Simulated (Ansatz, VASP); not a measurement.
## Two plane-wave programs on SrO

```
CELL_PARAMETERS angstrom
0.00000 2.53125 2.49271
2.53125 0.00000 2.49271
2.53125 2.53125 0.00000
ATOMIC_POSITIONS crystal
Sr 0.00000 0.00000 0.00000
O 0.50000 0.50000 0.50000
```

Change from the starting cell: strain -0.015 along x and y, -0.030 along z, atoms carried along.

Alike in both runs: task single point; functional PBE; k mesh 8 × 8 × 8; occupations gaussian, width 0.05 eV; no spin polarisation.

|  | VASP | Ansatz |
| --- | --- | --- |
| version | VASP 6.6.1 | Ansatz 0.2.0 |
| potentials or method | VASP PAW PBE potentials, release 64 (Sr_sv, O) | scalar-relativistic, plane waves, PAW |
| plane-wave cutoff (eV) | 520 | 420 |
| valence electrons in the cell | 16 | 16 |

Ansatz gave:

```
gap on the k mesh at the Fermi level (eV)       : 3.19
least direct gap on the mesh (eV)               : 3.27
pressure (GPa)                                  : 9.7
largest component of the traceless stress (GPa) : 1.97
```

**Question.** Estimate VASP's values.

**Answer.** gap on the k mesh at the Fermi level (eV): 3.13; least direct gap on the mesh (eV): 3.22; pressure (GPa): 10.5; largest component of the traceless stress (GPa): 2.07.

A k mesh can miss the band edges.
